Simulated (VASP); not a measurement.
# Ba (P6/mmm) in VASP: a series of runs

One crystal, Ba, is run at these levels: LDA; tasks: single point.

Everything below comes from runs of VASP 6.6.1. Logs are shortened: lines on timing, memory, paths and dates and some standing lists are left out, and cuts for length are marked.

### 1 Starting point

It takes space group P6/mmm (No. 191, hexagonal). Conventional cell: a = 4.312 Å, b = 4.312 Å, c = 3.913 Å, α = 90.00°, β = 90.00°, γ = 120.00°. Ba (site symmetry 6/mmm) has 8 Ba at 3.91 to 4.31 Å as nearest neighbours.

This isn't the form of Ba at room conditions, which is bcc.

### 2 Single point, LDA

Contents of INCAR:

```
SYSTEM = Ba
ADDGRID = .False.
ALGO = Normal
EDIFF = 1E-6
ENCUT = 550
GGA = CA
ISIF = 2
ISMEAR = -1
LASPH = .True.
LCHARG = .False.
LREAL = .False.
LWAVE = .False.
NBANDS = 11
NELM = 100
PREC = Low
SIGMA = 0.2
```

Contents of KPOINTS:

```
k-points
0
Gamma
  10 10 10
  0 0 0
```

Contents of POSCAR:

```
Ba
1.0
    4.3404360000      0.0427450000      0.0778240000
   -2.1332000000      3.6827230000     -0.0419260000
    0.0706370000     -0.0031590000      3.9204320000
Ba
1
Direct
    0.0107920000      0.0146870000     -0.0229320000
```

Potentials or basis: VASP PAW LDA potentials, release 64 (Ba_sv).

Launch:

```console
> cat potpaw_LDA.64/Ba_sv/POTCAR > POTCAR
> mpirun -np 1 vasp_std > vasp.out
```

OUTCAR:

```text
SYSTEM = Ba
   EDIFF = 1E-6
   ENCUT = 550
   GGA = CA
   ISIF = 2
   ISMEAR = -1
   LASPH = .True.
   LREAL = .False.
   NELM = 100
   PREC = Low

 Found    504 irreducible k-points:

 Following reciprocal coordinates:
            Coordinates               Weight
  0.000000  0.000000  0.000000      1.000000
  0.100000  0.000000 -0.000000      2.000000
  0.200000  0.000000 -0.000000      2.000000
  0.300000 -0.000000  0.000000      2.000000
  0.400000 -0.000000 -0.000000      2.000000
  0.500000 -0.000000  0.000000      1.000000
   k-points           NKPTS =    504   k-points in BZ     NKDIM =    504   number of bands    NBANDS=     11
   number of dos      NEDOS =    301   number of ions     NIONS =      1
   total plane-waves  NPLWV =  16128
   dimension x,y,z NGX =    28 NGY =   24 NGZ =   24
   dimension x,y,z NGXF=    28 NGYF=   24 NGZF=   24
   ions per type =               1
   NGX,Y,Z   is equivalent  to a cutoff of  10.72,  9.37, 10.18 a.u.
   NGXF,Y,Z  is equivalent  to a cutoff of  10.72,  9.37, 10.18 a.u.
 SYSTEM =  Ba
   PREC   = low       normal or accurate (medium, high low for compatibility)
   ISTART =      0    job   : 0-new  1-cont  2-samecut
   ICHARG =      2    charge: 1-file 2-atom 10-const
   ISPIN  =      1    spin polarized calculation?
   LNONCOLLINEAR =      F non collinear calculations
   LSORBIT =      F    spin-orbit coupling
   LASPH  =      T    aspherical Exc in radial PAW
   ENCUT  =  550.0 eV  40.42 Ry    6.36 a.u.   8.30  8.14  7.50*2*pi/ulx,y,z
   NELM   =    100;   NELMIN=  2; NELMDL= -5     # of ELM steps
   EDIFF  = 0.1E-05   stopping-criterion for ELM
   LREAL  =      F    real-space projection
   EDIFFG = 0.1E-04   stopping-criterion for IOM
   NSW    =      0    number of steps for IOM
   IBRION =     -1    ionic relax: 0-MD 1-quasi-New 2-CG
   NFREE  =      0    steps in history (QN), initial steepest desc. (CG)
   ISIF   =      2    stress and relaxation
   ISYM   =      2    0-nonsym 1-usesym 2-fastsym
   POTIM  = 0.5000    time-step for ionic-motion
   TEBEG  =    0.0;   TEEND  =   0.0 temperature during run
   PSTRESS=    0.0 pullay stress
   NELECT =      10.0000    total number of electrons
   NUPDOWN=      -1.0000    fix difference up-down
   EMIN   =  10.00;   EMAX   =-10.00  energy-range for DOS
   EFERMI =   0.00;   METHOD = LEGACY
   ISMEAR =    -1;   SIGMA  =   0.20  broadening in eV -4-tet -1-fermi 0-gaus
   EFERMI_NEDOS =   21; number of points for ismear=-14 and -15
   IALGO  =     38    algorithm
   IMIX   =      4    mixing-type and parameters
     AMIX     =   0.40;   BMIX     =  1.00
     AMIX_MAG =   1.60;   BMIX_MAG =  1.00
  volume/ion in A,a.u.               =      63.00       425.17
  Fermi-wavevector in a.u.,A,eV,Ry     =   0.886379  1.675014 10.689661  0.785668
  Thomas-Fermi vector in A             =   2.007537
   LORBIT       =      0    0 simple, 1 ext, 2 COOP (PROOUT), +10 PAW based schemes
   GGA     = CA    functional components
   LHFCALC =     F    Hartree Fock is set to
   AEXX    =    0.0000 exact exchange contribution
   IVDW    =     0    specifies the selected vdW correction
   LEPSILON=     F    determine dielectric tensor
   LRPA    =     F    only Hartree local field effects (RPA)
 non-spin polarized calculation
  energy-cutoff  :      550.00
  volume of cell :       63.00
 maximum number of plane-waves:      1865
   NGX = 17   NGY = 17   NGZ = 15

 number of electron      10.0000022 magnetization

 Free energy of the ion-electron system (eV)
  ---------------------------------------------------
  ext. energy  EPLUGINS =         0.00000000
  ---------------------------------------------------
  free energy    TOTEN  =        -2.14075649 eV

  energy without entropy =       -1.90630519  energy(sigma->0) =       -2.02353084

 E-fermi :   1.3898     XC(G=0):  -7.5978

 val. band max:        1.3686949118   @ k =   0.2000   0.4000   0.3000
 cond. band min:       1.4023591966   @ k =   0.2000   0.4000   0.2000
 fundamental gap:      0.0336642848
 Fermi energy:         1.3898182074

 k-point     1 :       0.0000    0.0000    0.0000
  band No.  band energies     occupation
      1     -27.5353      2.00000
      2     -12.4876      2.00000
      3     -12.4688      2.00000
      4     -12.3789      2.00000
      5      -1.2707      2.00000
      6       1.4747      0.79096
      7       2.9716      0.00073
      8       3.2443      0.00019
      9       6.2387      0.00000
     10       6.3078      0.00000
     11       7.5505      0.00000

 k-point     2 :       0.1000    0.0000   -0.0000
  band No.  band energies     occupation
      1     -27.5315      2.00000
      2     -12.5370      2.00000
      3     -12.4791      2.00000
      4     -12.3742      2.00000
      5      -1.1046      1.99999
      6       1.5434      0.63383
      7       2.7478      0.00225
      8       3.4090      0.00008
      9       5.9221      0.00000
     10       6.2658      0.00000
     11       8.0257      0.00000

 k-point     3 :       0.2000    0.0000   -0.0000
  band No.  band energies     occupation
      1     -27.5215      2.00000
      2     -12.6629      2.00000
      3     -12.5057      2.00000
      4     -12.3619      2.00000
      5      -0.6579      1.99993
      6       1.6998      0.35021
      7       2.3428      0.01691
      8       3.8917      0.00001
      9       5.3360      0.00000
     10       6.1637      0.00000
     11       8.5961      0.00000

 k-point     4 :       0.3000   -0.0000    0.0000
  band No.  band energies     occupation
      1     -27.5092      2.00000
      2     -12.8122      2.00000
      3     -12.5382      2.00000
      4     -12.3464      2.00000
      5      -0.0895      1.99877
      6       1.6920      0.36159
      7       2.2599      0.02548
      8       4.6467      0.00000
      9       4.8240      0.00000
     10       6.0454      0.00000
     11       7.7470      0.00000

 k-point     5 :       0.4000   -0.0000   -0.0000
  band No.  band energies     occupation
      1     -27.4992      2.00000
      2     -12.9283      2.00000
      3     -12.5642      2.00000
      4     -12.3339      2.00000
      5       0.3326      1.98993
      6       1.6616      0.40889
      7       2.4003      0.01270
      8       4.4892      0.00000
      9       5.5689      0.00000
     10       5.9559      0.00000
     11       7.3139      0.00000

 k-point     6 :       0.5000   -0.0000    0.0000
  band No.  band energies     occupation
      1     -27.4953      2.00000
      2     -12.9716      2.00000
      3     -12.5740      2.00000
      4     -12.3291      2.00000
      5       0.4505      1.98191
      6       1.7477      0.28630
      7       2.4257      0.01120
      8       4.3735      0.00000
      9       5.9191      0.00000
     10       6.1815      0.00000
     11       7.2873      0.00000

 [... further k-points ...]

------------------------ aborting loop because EDIFF is reached ----------------------------------------

  FORCE on cell =-STRESS in cart. coord.  units (eV):
  Direction    XX          YY          ZZ          XY          YZ          ZX
  --------------------------------------------------------------------------------------
  -------------------------------------------------------------------------------------
  Total       -0.5871967     -0.5087438     -0.2098232     -0.0543533     -0.0023330      0.0530892
  in kB      -14.9323511    -12.9373030     -5.3357821     -1.3821993     -0.0593285      1.3500524
  external PRESSURE =     -11.0684787 kB  Pullay stress =       0.0000000 kB

 VOLUME and BASIS-vectors are now :
 -----------------------------------------------------------------------------
  energy-cutoff  :      550.00
  volume of cell :       63.00
      direct lattice vectors                 reciprocal lattice vectors
     4.340436000  0.042745000  0.077824000     0.229156949  0.132692299 -0.004021951
    -2.133200000  3.682723000 -0.041926000    -0.002663728  0.269998278  0.000265553
     0.070637000 -0.003159000  3.920432000    -0.004577452  0.000253366  0.255156610

 POSITION                                       TOTAL-FORCE (eV/Angst)
 -----------------------------------------------------------------------------------
      0.08453      0.05146      3.83075         0.000000      0.000000      0.000000
 -----------------------------------------------------------------------------------
    total drift:                               -0.000197     -0.000212      0.000102

  FREE ENERGIE OF THE ION-ELECTRON SYSTEM (eV)
  ---------------------------------------------------
  free  energy   TOTEN  =        -2.1407564921 eV

  energy  without entropy=       -1.9063051905  energy(sigma->0) =       -2.02353084
```

OSZICAR:

```text
N       E                     dE             d eps       ncg     rms          rms(c)
DAV:   1     0.536064426216E+02    0.53606E+02   -0.43668E+03 11088   0.783E+02
DAV:   2     0.694217858136E+00   -0.52912E+02   -0.51447E+02 13301   0.140E+02
DAV:   3    -0.204076181815E+01   -0.27350E+01   -0.27112E+01 14513   0.324E+01
DAV:   4    -0.214640181192E+01   -0.10564E+00   -0.10533E+00 15305   0.561E+00
DAV:   5    -0.214826104205E+01   -0.18592E-02   -0.18589E-02 14849   0.632E-01    0.183E+00
DAV:   6    -0.214338726214E+01    0.48738E-02   -0.48734E-03 13609   0.592E-01    0.107E+00
DAV:   7    -0.214068843643E+01    0.26988E-02   -0.80933E-03 13386   0.773E-01    0.494E-02
DAV:   8    -0.214075445710E+01   -0.66021E-04   -0.43233E-04 17158   0.111E-01    0.172E-02
DAV:   9    -0.214075632079E+01   -0.18637E-05   -0.73762E-06 13270   0.217E-02    0.799E-03
DAV:  10    -0.214075649212E+01   -0.17132E-06   -0.20658E-06 10521   0.739E-03
   1 F= -.21407565E+01 E0= -.20235308E+01  d E =-.234451E+00
```

stdout:

```text
POSCAR found type information on POSCAR Ba
 POSCAR found :  1 types and       1 ions
 scaLAPACK will be used
 LDA part: xc-table for (Slater(with rela. corr.)+CA(PZ))
 , standard interpolation
 POSCAR, INCAR and KPOINTS ok, starting setup
 FFT: planning ... GRIDC
 FFT: planning ... GRID_SOFT
 FFT: planning ... GRID
 WAVECAR not read
 entering main loop
```

Run time: 45 s. Hardware: 1 thread of Intel Xeon 6975P-C (Granite Rapids), shared host; peak memory 0.42 GiB.

These settings aren't checked as converged: the numbers below hold their error.

What came out:

* Free energy: -2.1408 eV
* Pressure: -1.1 GPa
* Band gap on the k mesh: none (metal or under the smearing width)

### 3 Single point, LDA

Changes to INCAR since step 2:

```diff
@@ -14,3 +14,3 @@
 NELM = 100
-PREC = Low
+PREC = Normal
 SIGMA = 0.2
```

KPOINTS is that of step 2.

Contents of POSCAR:

```
Ba
1.0
    4.3116136979      0.0000000000      0.0000000000
   -2.1558068490      3.7339669937      0.0000000000
    0.0000000000      0.0000000000      3.9134133000
Ba
1
Direct
    0.0000000000      0.0000000000      0.0000000000
```

Potentials or basis: VASP PAW LDA potentials, release 64 (Ba_sv).

Launch:

```console
> cat potpaw_LDA.64/Ba_sv/POTCAR > POTCAR
> mpirun -np 1 vasp_std > vasp.out
```

OUTCAR:

```text
SYSTEM = Ba
   EDIFF = 1E-6
   ENCUT = 550
   GGA = CA
   ISIF = 2
   ISMEAR = -1
   LASPH = .True.
   LREAL = .False.
   NELM = 100
   PREC = Normal

 Found     84 irreducible k-points:

 Following reciprocal coordinates:
            Coordinates               Weight
  0.000000  0.000000  0.000000      1.000000
  0.100000  0.000000  0.000000      6.000000
  0.200000  0.000000  0.000000      6.000000
  0.300000  0.000000  0.000000      6.000000
  0.400000  0.000000  0.000000      6.000000
  0.500000  0.000000  0.000000      3.000000
[... 160 lines left out ...]

------------------------ aborting loop because EDIFF is reached ----------------------------------------

  FORCE on cell =-STRESS in cart. coord.  units (eV):
  Direction    XX          YY          ZZ          XY          YZ          ZX
  --------------------------------------------------------------------------------------
  -------------------------------------------------------------------------------------
  Total       -0.5561604     -0.5561604     -0.2005996      0.0000000      0.0000000      0.0000000
  in kB      -14.1431006    -14.1431006     -5.1012277      0.0000000      0.0000000      0.0000000
  external PRESSURE =     -11.1291429 kB  Pullay stress =       0.0000000 kB

 VOLUME and BASIS-vectors are now :
 -----------------------------------------------------------------------------
  energy-cutoff  :      550.00
  volume of cell :       63.00
      direct lattice vectors                 reciprocal lattice vectors
     4.311613698  0.000000000  0.000000000     0.231931724  0.133905844  0.000000000
    -2.155806849  3.733966994  0.000000000     0.000000000  0.267811687  0.000000000
     0.000000000  0.000000000  3.913413300     0.000000000  0.000000000  0.255531405

 POSITION                                       TOTAL-FORCE (eV/Angst)
 -----------------------------------------------------------------------------------
      0.00000      0.00000      0.00000         0.000000      0.000000      0.000000
 -----------------------------------------------------------------------------------
    total drift:                               -0.000000     -0.000000      0.000000

  FREE ENERGIE OF THE ION-ELECTRON SYSTEM (eV)
  ---------------------------------------------------
  free  energy   TOTEN  =        -2.1399892399 eV

  energy  without entropy=       -1.9058294729  energy(sigma->0) =       -2.02290936
```

OSZICAR:

```text
N       E                     dE             d eps       ncg     rms          rms(c)
DAV:   1     0.552932881077E+02    0.55293E+02   -0.44096E+03  1856   0.786E+02
DAV:   2     0.727722127131E+00   -0.54566E+02   -0.53055E+02  2237   0.139E+02
DAV:   3    -0.205873202369E+01   -0.27865E+01   -0.27659E+01  2361   0.317E+01
DAV:   4    -0.214484301488E+01   -0.86111E-01   -0.85884E-01  2455   0.514E+00
DAV:   5    -0.214758771644E+01   -0.27447E-02   -0.27435E-02  2528   0.719E-01    0.183E+00
DAV:   6    -0.214264122830E+01    0.49465E-02   -0.48389E-03  2268   0.592E-01    0.107E+00
DAV:   7    -0.213992170858E+01    0.27195E-02   -0.83064E-03  2321   0.776E-01    0.497E-02
DAV:   8    -0.213998556842E+01   -0.63860E-04   -0.42559E-04  2771   0.110E-01    0.155E-02
DAV:   9    -0.213998905380E+01   -0.34854E-05   -0.10365E-05  2265   0.217E-02    0.687E-03
DAV:  10    -0.213998923989E+01   -0.18609E-06   -0.17415E-06  1705   0.665E-03
   1 F= -.21399892E+01 E0= -.20229094E+01  d E =-.234160E+00
```

Run time: 9.5 s. Hardware: 1 thread of Intel Xeon 6975P-C (Granite Rapids), shared host; peak memory 0.17 GiB.

These settings aren't checked as converged: the numbers below hold their error.

What came out:

```yaml
Free_energy: -2.1400 eV
Pressure: -1.1 GPa
Band_gap_on_the_k_mesh: none (metal or under the smearing width)
```

### 4 Single point, LDA

INCAR is that of step 3.

KPOINTS is that of step 3.

Contents of POSCAR:

```
Ba
1.0
    4.3404360000      0.0427450000      0.0778240000
   -2.1332000000      3.6827230000     -0.0419260000
    0.0706370000     -0.0031590000      3.9204320000
Ba
1
Direct
    0.0107920000      0.0146870000     -0.0229320000
```

Launch:

```console
> cat potpaw_LDA.64/Ba_sv/POTCAR > POTCAR
> mpirun -np 1 vasp_std > vasp.out
```

It took 46 s on 1 thread of Intel Xeon 6975P-C (Granite Rapids), shared host; peak memory 0.43 GiB.

The run converged, but some of its settings lie outside the range that counts as converged, so its numbers aren't taken as properties of the crystal.

What came out:

```
Free energy            : -2.1407 eV
Pressure               : -1.1 GPa
Band gap on the k mesh : none (metal or under the smearing width)
```

### 5 For comparison

An earlier run on the cell as given: functional PBE; potentials or basis VASP PAW PBE potentials, release 64 (Ba_sv); cutoff 520 eV; k mesh 7 × 7 × 7; occupations fermi-dirac, width 0.05 eV; no spin polarisation.

* Pressure: -0.1 GPa
* Band gap on the k mesh: none (metal or under the smearing width)
